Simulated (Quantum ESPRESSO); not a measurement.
# BAs in Quantum ESPRESSO: convergence with k mesh

BAs:

```
B As
1.0
     2.12755    0.00000    0.00000
     0.00000    3.17406    0.00000
     0.00000    0.00000    4.95098
B As
1 1
Direct
  0.00000 0.50000 0.00000
  0.50000 0.50000 0.50000
```

The cell was built by a generator and needn't be a form met in nature.

- Program: Quantum ESPRESSO 7.5
- Task: single point
- Functional: PBE
- Potentials or basis: SPMS 1.0 PBE
- Cutoff: 952 eV
- Density cutoff: 3810 eV
- k mesh: 2 × 1 × 1
- Occupations: fermi-dirac, width 0.136 eV
- Spin: no spin polarisation

These are the settings of the first run; the series varies k mesh, with any setting tied to it.

Hardware: 1 thread of Arm Neoverse V1 (shared host).

Question: The values tried are 2 × 1 × 1, 4 × 2 × 2, 5 × 4 × 3, 7 × 5 × 4, 9 × 6 × 4, 11 × 7 × 5, 12 × 8 × 6, 14 × 10 × 7, 17 × 11 × 8, loosest first. From which on does the gap on the mesh stay within 0.01 eV of the tightest run that finished?

Answer: From 4 × 2 × 2 on.

```csv
k mesh,"energy less the tightest run, at zero smearing (meV/atom)",pressure (GPa),gap on the mesh (eV),SCF cycles,CPU time (s),peak memory (GiB)
2 × 1 × 1,-128.36,28.17,0.899,9,1.5,0.05
4 × 2 × 2,93.73,6.56,0.000,9,5.3,0.05
5 × 4 × 3,-125.94,6.34,0.000,8,6.9,0.05
7 × 5 × 4,45.49,4.11,0.000,10,15,0.06
9 × 6 × 4,64.18,6.15,0.000,9,24,0.07
11 × 7 × 5,-15.66,7.35,0.000,9,29,0.07
12 × 8 × 6,28.11,6.03,0.000,8,49,0.11
14 × 10 × 7,-7.80,6.93,0.000,8,68,0.13
17 × 11 × 8,0.00,6.76,0.000,9,100,0.17
```

Not settled before the last step: the energy (to 1 meV/atom), the pressure (to 0.1 GPa). Meshes of other sizes hit other points, so gaps and Fermi surfaces needn't settle smoothly. The tightest run that finished is the yardstick and may itself not be fully converged.

Caveat, for the tightest run too: this functional lacks dispersion, which binds the layers, so the pressure and a relaxed spacing across them are unreliable.
